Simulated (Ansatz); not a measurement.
**Strain and the gap of KCl (rocksalt)**

KCl (rocksalt), relaxed with r2SCAN in the PAW code Ansatz. Space group Fm-3m (No. 225), cubic; conventional cell a = 6.290 Å, 31.10 Å³ an atom. K has 6 Cl at 3.14 Å; Cl has 6 K at 3.14 Å.

The axes x, y and z are those of this cell:
```yaml
crystal:
  lattice:
    - [0.00000, 3.14485, 3.14485]
    - [3.14485, 0.00000, 3.14485]
    - [3.14485, 3.14485, 0.00000]
  atoms:
    - { symbol: K, position: [0.00000, 0.00000, 0.00000] }
    - { symbol: Cl, position: [0.50000, 0.50000, 0.50000] }
```

Unstrained: PBE gives a direct gap of 5.194 eV at Γ. With r2SCAN the gap is 5.831 eV and direct, at Γ. The HSE06 gap is direct at Γ: 6.505 eV. Meshes: PBE 8×8×8, r2SCAN 8×8×8, HSE06 6×6×6. Strains are changes of length per length. After each strain the atoms were relaxed again with r2SCAN within the symmetry that the strain leaves, so tilts or polar shifts that break it weren't tested; points keep the names that they have in the unstrained zone. The values are computed, spin-unpolarised, and not measurements.

Changes of the least gap in eV (an overlap counts as a negative gap):
```csv
strain,volume change (%),space group,PBE,r2SCAN,HSE06,"energy rise, r2SCAN (meV/atom)"
"biaxial -0.64 % in x and y, z held",-1.3,I4/mmm,+0.044,+0.044,+0.047,0.5
uniaxial -1.87 % along [111],-1.9,R-3m,+0.041,+0.042,+0.045,1.1
isotropic +3.69 % on every length,+11.5,Fm-3m,-0.355,-0.360,-0.380,19.2
```

Biaxial -0.64 % in x and y, z held. HSE06: the gap goes from 6.505 to 6.552 eV (+0.047 eV). Stress change with r2SCAN, compression positive: xx +0.35, yy +0.35, zz +0.08 GPa.

Uniaxial -1.87 % along [111], other directions held. HSE06: the gap goes from 6.505 to 6.550 eV (+0.045 eV); with r2SCAN the top three valence levels at Γ, degenerate before, become 1+2 from the top over 36 meV. Stress change with r2SCAN, compression positive: xx +0.38, yy +0.38, zz +0.38, xy +0.08, xz +0.08, yz +0.08 GPa.

Isotropic +3.69 % on every length. HSE06: the gap goes from 6.505 to 6.125 eV (-0.380 eV). Stress change with r2SCAN, compression positive: xx -1.60, yy -1.60, zz -1.60 GPa. For HSE06, dE_g/d ln V = -3.5 eV over this step.

The meshes of the hybrids are coarse, so their gaps aren't converged to the digits shown.

The splittings at Γ are without spin-orbit coupling, which regroups them where it is of like size or larger.
